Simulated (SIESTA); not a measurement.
Crystal: As.

```
CELL_PARAMETERS angstrom
1.88080 1.08588 3.51406
-1.88080 1.08588 3.51406
0.00000 -2.17176 3.51406
ATOMIC_POSITIONS crystal
As 0.22600 0.22600 0.22600
As 0.77400 0.77400 0.77400
```

Base run:

- Program: SIESTA 5.4.2
- Functional: BLYP
- Potentials or basis: PseudoDojo 0.4 standard (PBE files)
- Basis: DZP (energy shift 0.003 Ry; two zetas on semicore shells)
- Grid cutoff: 500 Ry
- Energy shift: 0.003 Ry
- k mesh: 9 × 9 × 9
- Occupations: fermi-dirac, width 0.05 eV
- Spin: no spin polarisation

Its results: band gap on the k mesh none (metal or under the smearing width); pressure 10.9 GPa; largest force 0.829 eV/Å.

Question: After a change of settings the same cell gave: band gap on the k mesh none (metal or under the smearing width); pressure 5.9 GPa; largest force 0.835 eV/Å. Which change was it?
A. functional from BLYP to PW91
B. functional from BLYP to revPBE
C. functional from BLYP to LDA; potentials or basis from PseudoDojo 0.4 standard (PBE files) to PseudoDojo 0.4 standard (LDA files)
D. functional from BLYP to WC; potentials or basis from PseudoDojo 0.4 standard (PBE files) to PseudoDojo 0.4 standard (PBEsol files)

Answer: A.

PW91 binds more tightly than BLYP, so the same cell stands under less pressure.

Caveats: the potentials were made for another functional, which shifts forces and pressure; the basis of atomic orbitals isn't converged, which shifts pressures, moduli and gaps.

Runs at the PBE level aren't shown here.
